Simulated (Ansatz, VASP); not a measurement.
# BeS in VASP and in Ansatz

Contents of INCAR:

```
PREC     = Accurate       # precision mode
ENCUT    = 520            # plane-wave cutoff, eV
EDIFF    = 1E-7           # SCF threshold, eV
ISMEAR   = 0              # smearing method
SIGMA    = 0.05           # smearing width, eV
LREAL    = False          # projectors in reciprocal space
LASPH    = True           # aspherical terms in the spheres
NELM     = 100            # most SCF steps
ALGO     = Normal         # electronic algorithm
ISIF     = 2              # what is computed and relaxed
LWAVE    = False          # write WAVECAR
LCHARG   = False          # write CHGCAR
GGA      = PE             # functional
NBANDS   = 11             # bands
```

Contents of KPOINTS:

```
Automatic mesh
0
Gamma
  8 8 8
```

Contents of POSCAR:

```
BeS
1.0
    0.0000000000      2.4613750000      2.3522500000
    2.4613750000      0.0000000000      2.3522500000
    2.4613750000      2.4613750000      0.0000000000
Be S
1 1
Direct
    0.0000000000      0.0000000000      0.0000000000
    0.7500000000      0.7500000000      0.7500000000
```

Input for Ansatz:

```yaml
crystal:
  lattice:
    - [0.0, 2.461375, 2.35225]
    - [2.461375, 0.0, 2.35225]
    - [2.461375, 2.461375, 0.0]
  atoms:
    - { symbol: Be, position: [0.0, 0.0, 0.0] }
    - { symbol: S, position: [0.75, 0.75, 0.75] }
basis:
  ecutwfc: 420
kpoints:
  mp_grid: { grid: [8, 8, 8] }
hamiltonian:
  xc: pbe
scf:
  occupations: { method: gaussian, width: 0.05 }
output:
  forces: true
  stress: true
  eigenvalues: true
```

Change from the starting cell: strain +0.015 along x and y, -0.030 along z, atoms carried along.

Alike in both runs: task single point; functional PBE; k mesh 8 × 8 × 8; occupations gaussian, width 0.05 eV; no spin polarisation.

|  | VASP | Ansatz |
| --- | --- | --- |
| version | VASP 6.6.1 | Ansatz 0.2.0 |
| potentials or method | VASP PAW PBE potentials, release 64 (Be, S) | scalar-relativistic, plane waves, PAW |
| plane-wave cutoff (eV) | 520 | 420 |
| valence electrons in the cell | 8 | 8 |

Ansatz gave:

```
gap on the k mesh at the Fermi level (eV)       : 2.74
least direct gap on the mesh (eV)               : 5.48
pressure (GPa)                                  : 1.6
largest component of the traceless stress (GPa) : 2.72
```

Question: Which values does VASP return?

Answer: gap on the k mesh at the Fermi level (eV): 2.74; least direct gap on the mesh (eV): 5.50; pressure (GPa): 1.6; largest component of the traceless stress (GPa): 2.71.

The functional is the same, so the differences come from potentials, cutoffs and numerics.

A k mesh can miss the band edges.
